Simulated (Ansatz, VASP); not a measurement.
Two plane-wave programs on As

```
As
1.0
    -1.68099    1.68099    1.68099
     1.68099   -1.68099    1.68099
     1.68099    1.68099   -1.68099
As
1
Direct
  0.00000 0.00000 0.00000
```

Alike in both runs: task relaxation of cell and atoms; functional PBE; k mesh 17 × 17 × 17; occupations fermi-dirac, width 0.05 eV; no spin polarisation.

|  | VASP | Ansatz |
| --- | --- | --- |
| version | VASP 6.6.1 | Ansatz 0.2.0 |
| potentials or method | VASP PAW PBE potentials, release 64 (As) | PAW with Ansatz's default frozen-core files, scalar-relativistic |
| plane-wave cutoff (eV) | 600 | 420 |
| valence electrons in the cell | 5 | 15 |

|  | VASP | Ansatz | Ansatz less VASP |
| --- | --- | --- | --- |
| relaxed volume (Å³/atom) | 19.11 | 19.09 | -0.016 |
| relaxed cell length with the largest relative difference (Å) | 2.917 | 2.916 | -0.0008 |

The two sets of potentials don't hold the same shells in valence.
